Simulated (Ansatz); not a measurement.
ZnTe (zinc blende)

```
CELL_PARAMETERS angstrom
      0.00000     3.08955     3.08955
      3.08955     0.00000     3.08955
      3.08955     3.08955     0.00000
ATOMIC_POSITIONS crystal
  Te 0.75000 0.75000 0.75000
  Zn 0.00000 0.00000 0.00000
```

In each cell atom 2 (Zn, nearest neighbour Te at 2.676 Å; its periodic images, 4.4 Å or more away, move with it) moves by s·(-0.577, 0.577, 0.577) (towards the nearest neighbour), the rest being held.

Level of theory: PBE (plane waves to 420 eV, PAW, scalar-relativistic; Ansatz, a program for electronic structure). k mesh 8×8×8 (Γ-centred), Fermi-Dirac smearing 0.05 eV. Energies are smeared free energies. Spin-orbit coupling is left out, though Te is heavy. ZnTe was relaxed with its symmetry unable to fall. The zero of ΔE is the undisplaced structure.

| s (Å) | ΔE (meV/cell) |
|---|---|
| -0.540 | 325 |
| -0.432 | 241 |
| -0.324 | 157 |
| -0.216 | 80 |
| -0.108 | 23 |
| 0.000 | 0 |
| 0.108 | 30 |
| 0.216 | 138 |
| 0.324 | withheld |
| 0.432 | 744 |
| 0.540 | 1363 |

### Question
Fit a polynomial form (powers 2, 3, 4) to the given rows and predict ΔE at s = 0.324.

### Answer
Least squares on the 10 given rows: ΔE = (2244)·s² + (3254)·s³ + (2220)·s⁴, in meV/cell with s in Å; root-mean-square residual 6.6 meV/cell. At 0.324 the fit gives 371 meV/cell; the calculation gives 360 meV/cell, so the interpolation is off by 11 (+3.1 %). The quadratic term alone would give 236 meV/cell.

(A displaced cell: forces are minus the slopes of the energy, force constants its curvatures, and phonons follow from these.)
